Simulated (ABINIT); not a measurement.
# Zr (P6_3/mmc) in ABINIT: further runs

Runs on Zr. Level: PBE. Tasks: band structure.

Program: ABINIT 10.8.3 (patched build). These are calculated values, not measurements. Logs are shortened: lines on timing, memory, paths and dates and some standing lists are left out, and cuts for length are marked. The log counts tension as positive stress, the text compression.

## 1. The crystal as given

Symmetry: P6_3/mmc, No. 194, hexagonal system. Conventional cell: a = 3.232 Å, b = 3.232 Å, c = 5.147 Å, α = 90.00°, β = 90.00°, γ = 120.00°. Zr (site symmetry -6m2) has 12 Zr at 3.18 to 3.23 Å as nearest neighbours.

## 2. Band structure, PBE

File run.abi:

```
# Datasets: ground state, then fixed potential
ndtset 2

# Pseudopotentials
pp_dirpath "./"
pseudos "Zr.upf"

# Structure
acell 3.232 3.232 5.147 Angstrom
rprim
     1.0000000000     0.0000000000     0.0000000000
    -0.5000000000     0.8660254038     0.0000000000
     0.0000000000     0.0000000000     1.0000000000
ntypat 1
znucl 40
natom 2
typat 1 1
xred
     0.6666666667     0.3333333333     0.7500000000
     0.3333333333     0.6666666667     0.2500000000

# Plane-wave basis
ecut 33.0

# Exchange and correlation
ixc 11

# Bands and occupations
occopt 3
tsmear 0.00183747

# SCF cycle
nstep 100

# Output
iomode 3
prtwf 0
prteig 0
prtebands 0
prtden1 1

# Dataset 1
kptopt1 1
ngkpt1 9 9 5
nshiftk1 1
shiftk1 0.0 0.0 0.0
nband1 16
tolvrs1 1.0e-10

# Dataset 2: bands along G-M-K-G-A-L-H-A
iscf2 -2
getden2 1
nband2 22
nbdbuf2 4
tolwfr2 1.0e-11
kptopt2 -7
ndivsm2 5
prteig2 1
prtvol2 -3
kptbounds2
     0.0000000000     0.0000000000     0.0000000000
     0.5000000000     0.0000000000     0.0000000000
     0.3333333333     0.3333333333     0.0000000000
     0.0000000000     0.0000000000     0.0000000000
     0.0000000000     0.0000000000     0.5000000000
     0.5000000000     0.0000000000     0.5000000000
     0.3333333333     0.3333333333     0.5000000000
     0.0000000000     0.0000000000     0.5000000000
```

Potentials or basis: Ansatz NC PBE.

Run with:

```console
$ abinit run.abi > log 2>&1
```

run.abo:

```text
[... set-up lines left out ...]
 ETOT  1  -101.15795999503    -1.012E+02 9.095E-02 1.808E+01
 ETOT  2  -101.21863340333    -6.067E-02 2.206E-02 2.393E-01
 ETOT  3  -101.21877706762    -1.437E-04 9.369E-03 4.176E-03
 ETOT  4  -101.21878611299    -9.045E-06 1.493E-02 9.525E-05
 ETOT  5  -101.21878707637    -9.634E-07 2.702E-03 9.034E-06
 ETOT  6  -101.21878720186    -1.255E-07 2.174E-03 9.056E-07
 ETOT  7  -101.21878721990    -1.804E-08 2.008E-03 2.390E-09
 ETOT  8  -101.21878722269    -2.791E-09 1.132E-03 2.015E-09
 ETOT  9  -101.21878722316    -4.670E-10 1.138E-03 2.079E-11

 At SCF step    9       vres2   =  2.08E-11 < tolvrs=  1.00E-10 =>converged.

 Cartesian components of stress tensor (hartree/bohr^3)
  sigma(1 1)= -6.75548060E-06  sigma(3 2)=  0.00000000E+00
  sigma(2 2)= -6.75548080E-06  sigma(3 1)=  0.00000000E+00
  sigma(3 3)= -3.68359935E-05  sigma(2 1)=  0.00000000E+00

--- !ResultsGS
iteration_state: {dtset: 1, }
comment   : Summary of ground state results
lattice_vectors:
- [  6.1075948,   0.0000000,   0.0000000, ]
- [ -3.0537974,   5.2893323,   0.0000000, ]
- [  0.0000000,   0.0000000,   9.7264204, ]
lattice_lengths: [   6.10759,    6.10759,    9.72642, ]
lattice_angles: [ 90.000,  90.000, 120.000, ] # degrees, (23, 13, 12)
lattice_volume:   3.1421297E+02
convergence: {deltae: -4.670E-10, res2:  2.079E-11, residm:  1.138E-03, diffor: null, }
etotal    :  -1.01218787E+02
entropy   :   0.00000000E+00
fermie    :   4.43912086E-01
cartesian_stress_tensor: # hartree/bohr^3
- [ -6.75548060E-06,   0.00000000E+00,   0.00000000E+00, ]
- [  0.00000000E+00,  -6.75548080E-06,   0.00000000E+00, ]
- [  0.00000000E+00,   0.00000000E+00,  -3.68359935E-05, ]
pressure_GPa:   4.9375E-01
xred      :
- [  6.6667E-01,   3.3333E-01,   7.5000E-01, Zr]
- [  3.3333E-01,   6.6667E-01,   2.5000E-01, Zr]
cartesian_forces: # hartree/bohr
- [ -6.61302516E-29,   1.27267729E-29,  -0.00000000E+00, ]
- [  6.61302516E-29,  -1.27267729E-29,  -0.00000000E+00, ]
force_length_stats: {min:   6.73437519E-29, max:   6.73437519E-29, mean:   6.73437519E-29, }
...

 Integrated electronic density in atomic spheres:
 ------------------------------------------------
 Atom  Sphere_radius  Integrated_density
    1        2.00000          8.38920110
    2        2.00000          8.38920110
================================================================================

 ----iterations are completed or convergence reached----

 Mean square residual over all n,k,spin=   93.657E-07; max=  11.384E-04
 reduced coordinates (array xred) for    2 atoms
       0.666666666667      0.333333333333      0.750000000000
       0.333333333333      0.666666666667      0.250000000000
 rms dE/dt=  2.9084E-28; max dE/dt=  5.3853E-28; dE/dt below (all hartree)
    1       0.000000000000     -0.000000000000      0.000000000000
    2      -0.000000000000      0.000000000000      0.000000000000

 cartesian coordinates (angstrom) at end:
    1      1.61600000000000     0.93299803502720     3.86025000000000
    2      0.00000000000000     1.86599607005440     1.28675000000000

 cartesian forces (hartree/bohr) at end:
    1     -0.00000000000000     0.00000000000000    -0.00000000000000
    2      0.00000000000000    -0.00000000000000    -0.00000000000000
 frms,max,avg= 3.8880933E-29 6.6130252E-29   0.000E+00  0.000E+00  0.000E+00 h/b

 cartesian forces (eV/Angstrom) at end:
    1     -0.00000000000000     0.00000000000000    -0.00000000000000
    2      0.00000000000000    -0.00000000000000    -0.00000000000000
 frms,max,avg= 1.9993380E-27 3.4005543E-27   0.000E+00  0.000E+00  0.000E+00 e/A
 length scales=  6.107594838934  6.107594838934  9.726420370047 bohr
              =  3.232000000000  3.232000000000  5.147000000000 angstroms
[... 60 lines left out ...]

 getcut: wavevector=  0.0000  0.0000  0.0000  ngfft=  32  32  54
         ecut(hartree)=     33.000   => boxcut(ratio)=   2.02609
--------------------------------------------------------------------------------

================================================================================
 Non-SCF case, kpt    1 (  0.00000  0.00000  0.00000), residuals and eigenvalues=
  5.42E-12  4.63E-12  3.05E-12  6.98E-12  9.63E-12  2.97E-12  5.79E-12  8.62E-12
  4.27E-12  6.42E-12  2.00E-12  3.27E-12  8.14E-12  1.23E-12  3.28E-12  1.79E-12
  3.14E-12  3.27E-12  6.88E-12  1.36E-11  9.68E-08  9.26E-08
 -1.3508E+00 -1.3451E+00 -5.6188E-01 -5.2982E-01 -5.2982E-01 -5.2484E-01
 -5.2461E-01 -5.2461E-01  2.3586E-01  3.3210E-01  4.7508E-01  4.7508E-01
  4.8062E-01  4.8653E-01  5.0057E-01  5.0057E-01  5.2181E-01  5.2181E-01
  6.0621E-01  6.0621E-01  7.7944E-01  8.2873E-01
 Non-SCF case, kpt    2 (  0.05556  0.00000  0.00000), residuals and eigenvalues=
  4.61E-12  8.21E-12  3.96E-12  3.36E-12  5.49E-12  2.61E-12  3.12E-12  6.49E-12
  6.35E-12  7.09E-12  4.15E-12  7.70E-12  9.64E-12  5.40E-12  8.68E-12  2.00E-12
  2.07E-12  6.77E-12  9.43E-12  6.79E-12  5.11E-07  4.32E-06
 -1.3506E+00 -1.3450E+00 -5.6153E-01 -5.3059E-01 -5.3008E-01 -5.2542E-01
 -5.2499E-01 -5.2471E-01  2.3906E-01  3.3505E-01  4.6547E-01  4.7803E-01
  4.7983E-01  4.8842E-01  4.9774E-01  5.0333E-01  5.1795E-01  5.1894E-01
[... 419 lines left out ...]
  2.09E-12  3.22E-12  6.02E-12  3.99E-12  5.30E-12  6.96E-12  4.51E-12  8.06E-12
  7.03E-12  5.66E-12  7.66E-12  3.55E-12  1.68E-08  1.80E-08
 -1.3479E+00 -1.3479E+00 -5.4411E-01 -5.4411E-01 -5.2772E-01 -5.2772E-01
 -5.2739E-01 -5.2739E-01  3.0111E-01  3.0111E-01  4.4203E-01  4.4203E-01
  4.7115E-01  4.7115E-01  4.7364E-01  4.7364E-01  5.8774E-01  5.8774E-01
  5.8887E-01  5.8887E-01  8.2870E-01  8.2870E-01
 Non-SCF case, kpt   56 (  0.00000  0.00000  0.50000), residuals and eigenvalues=
  2.11E-12  3.53E-12  2.75E-12  9.84E-12  3.28E-12  3.04E-12  3.57E-12  9.45E-12
  1.51E-12  4.24E-12  2.55E-12  3.61E-12  2.77E-12  8.05E-12  6.02E-12  4.18E-12
  6.94E-12  6.97E-12  1.69E-11  4.02E-10  7.62E-10  1.07E-05
 -1.3480E+00 -1.3480E+00 -5.4401E-01 -5.4401E-01 -5.2723E-01 -5.2723E-01
 -5.2723E-01 -5.2723E-01  2.9860E-01  2.9860E-01  4.4502E-01  4.4502E-01
  4.7157E-01  4.7157E-01  4.7157E-01  4.7157E-01  5.8839E-01  5.8839E-01
  5.8839E-01  5.8839E-01  8.2289E-01  8.2290E-01

--- !ResultsGS
iteration_state: {dtset: 2, }
comment   : Summary of ground state results
lattice_vectors:
- [  6.1075948,   0.0000000,   0.0000000, ]
- [ -3.0537974,   5.2893323,   0.0000000, ]
- [  0.0000000,   0.0000000,   9.7264204, ]
lattice_lengths: [   6.10759,    6.10759,    9.72642, ]
lattice_angles: [ 90.000,  90.000, 120.000, ] # degrees, (23, 13, 12)
lattice_volume:   3.1421297E+02
convergence: {deltae:  0.000E+00, res2:  0.000E+00, residm:  9.966E-12, diffor:  0.000E+00, }
etotal    :  -1.01218787E+02
entropy   :   0.00000000E+00
fermie    :   4.43912086E-01
cartesian_stress_tensor: null
pressure_GPa: null
xred      :
- [  6.6667E-01,   3.3333E-01,   7.5000E-01, Zr]
- [  3.3333E-01,   6.6667E-01,   2.5000E-01, Zr]
cartesian_forces: null
force_length_stats: {min: null, max: null, mean: null, }
...

 Integrated electronic density in atomic spheres:
 ------------------------------------------------
 Atom  Sphere_radius  Integrated_density
    1        2.00000          8.38920110
    2        2.00000          8.38920110
================================================================================

 ----iterations are completed or convergence reached----

 Mean square residual over all n,k,spin=   51.970E-13; max=  99.656E-13
 reduced coordinates (array xred) for    2 atoms
       0.666666666667      0.333333333333      0.750000000000
       0.333333333333      0.666666666667      0.250000000000

 cartesian coordinates (angstrom) at end:
    1      1.61600000000000     0.93299803502720     3.86025000000000
    2      0.00000000000000     1.86599607005440     1.28675000000000
 length scales=  6.107594838934  6.107594838934  9.726420370047 bohr
              =  3.232000000000  3.232000000000  5.147000000000 angstroms
 Eigenvalues (hartree) for nkpt=  56  k points:
 kpt#   1, nband= 22, wtk=  1.00000, kpt=  0.0000  0.0000  0.0000 (reduced coord)
  -1.35078   -1.34508   -0.56188   -0.52982   -0.52982   -0.52484   -0.52461   -0.52461
   0.23586    0.33210    0.47508    0.47508    0.48062    0.48653    0.50057    0.50057
   0.52181    0.52181    0.60621    0.60621    0.77944    0.82873
 kpt#   2, nband= 22, wtk=  1.00000, kpt=  0.0556  0.0000  0.0000 (reduced coord)
  -1.35065   -1.34503   -0.56153   -0.53059   -0.53008   -0.52542   -0.52499   -0.52471
   0.23906    0.33505    0.46547    0.47803    0.47983    0.48842    0.49774    0.50333
   0.51795    0.51894    0.60837    0.61674    0.78021    0.83666
 kpt#   3, nband= 22, wtk=  1.00000, kpt=  0.1111  0.0000  0.0000 (reduced coord)
  -1.35027   -1.34487   -0.56051   -0.53282   -0.53080   -0.52771   -0.52545   -0.52501
   0.24840    0.34334    0.45161    0.46274    0.48679    0.48925    0.49941    0.51055
   0.51149    0.51153    0.61371    0.64148    0.78088    0.85865
 kpt#   4, nband= 22, wtk=  1.00000, kpt=  0.1667  0.0000  0.0000 (reduced coord)
  -1.34968   -1.34465   -0.55887   -0.53624   -0.53188   -0.53115   -0.52620   -0.52550
   0.26307    0.35510    0.43743    0.44150    0.47951    0.50110    0.50170    0.50253
   0.51158    0.52480    0.62014    0.67218    0.77859    0.88781
 kpt#   5, nband= 22, wtk=  1.00000, kpt=  0.2222  0.0000  0.0000 (reduced coord)
[... 193 lines left out ...]
   0.31890    0.31890    0.42657    0.42657    0.46400    0.46400    0.48929    0.48929
   0.58328    0.58328    0.59513    0.59513    0.86216    0.86216
 kpt#  54, nband= 22, wtk=  1.00000, kpt=  0.0606  0.0606  0.5000 (reduced coord)
  -1.34763   -1.34763   -0.54447   -0.54447   -0.52903   -0.52903   -0.52787   -0.52787
   0.30826    0.30826    0.43484    0.43484    0.46889    0.46889    0.47975    0.47975
   0.58584    0.58584    0.59085    0.59085    0.84401    0.84401
 kpt#  55, nband= 22, wtk=  1.00000, kpt=  0.0303  0.0303  0.5000 (reduced coord)
  -1.34787   -1.34787   -0.54411   -0.54411   -0.52772   -0.52772   -0.52739   -0.52739
   0.30111    0.30111    0.44203    0.44203    0.47115    0.47115    0.47364    0.47364
   0.58774    0.58774    0.58887    0.58887    0.82870    0.82870
 kpt#  56, nband= 22, wtk=  1.00000, kpt=  0.0000  0.0000  0.5000 (reduced coord)
  -1.34795   -1.34795   -0.54401   -0.54401   -0.52723   -0.52723   -0.52723   -0.52723
   0.29860    0.29860    0.44502    0.44502    0.47157    0.47157    0.47157    0.47157
   0.58839    0.58839    0.58839    0.58839    0.82289    0.82290

== END DATASET(S) ==============================================================
================================================================================

 -outvars: echo values of variables after computation  --------
            acell      6.1075948389E+00  6.1075948389E+00  9.7264203700E+00 Bohr
           etotal1    -1.0121878722E+02
            fcart1    -6.6130251617E-29  1.2726772857E-29 -0.0000000000E+00
                       6.6130251617E-29 -1.2726772857E-29 -0.0000000000E+00
            rprim      1.0000000000E+00  0.0000000000E+00  0.0000000000E+00
                      -5.0000000000E-01  8.6602540380E-01  0.0000000000E+00
                       0.0000000000E+00  0.0000000000E+00  1.0000000000E+00
           strten1    -6.7554805975E-06 -6.7554808048E-06 -3.6835993542E-05
                       0.0000000000E+00  0.0000000000E+00  0.0000000000E+00
           xangst      1.6160000000E+00  9.3299803503E-01  3.8602500000E+00
                       2.3078772423E-16  1.8659960701E+00  1.2867500000E+00
             xred      6.6666666667E-01  3.3333333333E-01  7.5000000000E-01
                       3.3333333333E-01  6.6666666667E-01  2.5000000000E-01
 Calculation completed.
```

Wall time 86 s (1 thread of Arm Neoverse V1, shared host); peak memory 0.12 GiB.

What came out:

```
Free energy                                           : -2754.3035 eV
Pressure                                              : 0.5 GPa
Band gap on the k mesh                                : none (metal or under the smearing width)
Valence electrons inside the program's atomic spheres : Zr 8.39 (radii [1.0584] Å)
```

Levels at the corners of the path, in eV from the Fermi level:
```
point  band 8  band 9  band 10  band 11  band 12  band 13  band 14  band 15  band 16  band 17
    Γ  -26.35   -5.66    -3.04     0.85     0.85     1.00     1.16     1.54     1.54     2.12
    M  -26.46   -2.58    -2.52    -2.15    -0.23     0.52     0.77     1.45     4.88     5.28
    K  -26.74   -2.11    -1.37    -1.37    -1.15     0.25     0.25     1.79     4.30     4.30
    Γ  -26.35   -5.66    -3.04     0.85     0.85     1.00     1.16     1.54     1.54     2.12
    A  -26.43   -3.95    -3.95     0.03     0.03     0.75     0.75     0.75     0.75     3.93
    L  -26.59   -2.88    -2.88    -1.07    -1.07     1.62     1.62     2.19     2.19     5.11
    H  -26.52   -1.45    -1.45    -1.29    -1.29    -0.04    -0.04     2.02     2.02     4.37
    A  -26.43   -3.95    -3.95     0.03     0.03     0.75     0.75     0.75     0.75     3.93
```

## 3. Band structure, PBE

run.abi: that of step 2 with these lines changed.

```diff
@@ -5,3 +5,3 @@
 pp_dirpath "./"
-pseudos "Zr.upf"
+pseudos "40_Zr_12_2.0_2.5_pbe_n_v1.0.psp8"
 
@@ -22,3 +22,3 @@
 # Plane-wave basis
-ecut 33.0
+ecut 18.0
```

Potentials or basis: SPMS NC PBE v1.0.

Run with:

```console
$ abinit run.abi > log 2>&1
```

Wall time 29 s (1 thread of Arm Neoverse V1, shared host); peak memory 0.11 GiB.

The run converged. Its results:

| Quantity | Value |
| --- | --- |
| Free energy | -2774.5274 eV |
| Pressure | 0.6 GPa |
| Band gap on the k mesh | none (metal or under the smearing width) |
| Valence electrons inside the program's atomic spheres | Zr 8.37 (radii [1.0584] Å) |

Stress tensor (GPa, compression positive):
```
0.30 0.00 0.00
0.00 0.30 0.00
0.00 0.00 1.21
```

Levels at the corners of the path, in eV from the Fermi level:
```
point  band 9  band 10  band 11  band 12  band 13  band 14  band 15  band 16
    Γ   -5.67    -3.05     0.85     0.85     1.00     1.16     1.54     1.54
    M   -2.58    -2.52    -2.16    -0.23     0.52     0.77     1.44     4.87
    K   -2.11    -1.38    -1.38    -1.15     0.25     0.25     1.79     4.30
    Γ   -5.67    -3.05     0.85     0.85     1.00     1.16     1.54     1.54
    A   -3.96    -3.96     0.03     0.03     0.75     0.75     0.75     0.75
    L   -2.88    -2.88    -1.07    -1.07     1.62     1.62     2.20     2.20
    H   -1.45    -1.45    -1.29    -1.29    -0.05    -0.05     2.03     2.03
    A   -3.96    -3.96     0.03     0.03     0.75     0.75     0.75     0.75
```

## 4. Band structure, PBE

run.abi: that of step 3 with these lines changed.

```diff
@@ -5,3 +5,3 @@
 pp_dirpath "./"
-pseudos "40_Zr_12_2.0_2.5_pbe_n_v1.0.psp8"
+pseudos "Zr.GGA_PBE-JTH.xml"
 
@@ -22,3 +22,5 @@
 # Plane-wave basis
-ecut 18.0
+ecut 17.0
+pawecutdg 34.0
+pawxcdev 0
 
@@ -47,3 +49,3 @@
 nband1 16
-tolvrs1 1.0e-10
+tolvrs1 1.0e-9
```

Potentials or basis: JTH PAW PBE v2.0.

Run with:

```console
$ abinit run.abi > log 2>&1
```

It took 36 s on 1 thread of Arm Neoverse V1, shared host; peak memory 0.13 GiB.

It converged, with:

| Property | Result |
| --- | --- |
| Free energy | -2585.6510 eV |
| Pressure | 0.4 GPa |
| Band gap on the k mesh | none (metal or under the smearing width) |
| Valence electrons inside the program's atomic spheres | Zr 9.01 (radii [1.1749] Å) |

Stress tensor (GPa, compression positive):
```
0.12 0.00 0.00
0.00 0.12 0.00
0.00 0.00 0.99
```

Levels at the corners of the path, in eV from the Fermi level:
| point | band 10 | band 11 | band 12 | band 13 | band 14 | band 15 |
| --- | --- | --- | --- | --- | --- | --- |
| Γ | -3.04 | 0.85 | 0.85 | 1.00 | 1.15 | 1.54 |
| M | -2.52 | -2.15 | -0.23 | 0.52 | 0.77 | 1.45 |
| K | -1.37 | -1.37 | -1.15 | 0.25 | 0.25 | 1.79 |
| Γ | -3.04 | 0.85 | 0.85 | 1.00 | 1.15 | 1.54 |
| A | -3.96 | 0.03 | 0.03 | 0.75 | 0.75 | 0.75 |
| L | -2.88 | -1.07 | -1.07 | 1.61 | 1.61 | 2.19 |
| H | -1.45 | -1.29 | -1.29 | -0.05 | -0.05 | 2.03 |
| A | -3.96 | 0.03 | 0.03 | 0.75 | 0.75 | 0.75 |

## 5. The runs side by side

```tsv
potentials or basis	cutoff (eV)	fine-grid cutoff	gap on the mesh (eV)	pressure (GPa)
Ansatz NC PBE	898	-	none	0.5
SPMS NC PBE v1.0	490	-	none	0.6
JTH PAW PBE v2.0	463	925.187 eV	none	0.4
```

Alike in all rows: task band structure; level PBE; no spin polarisation; cell as given; k mesh 9 × 9 × 5; smearing fermi-dirac 0.05 eV.

Absolute energies hang on the potentials; compare differences alone.
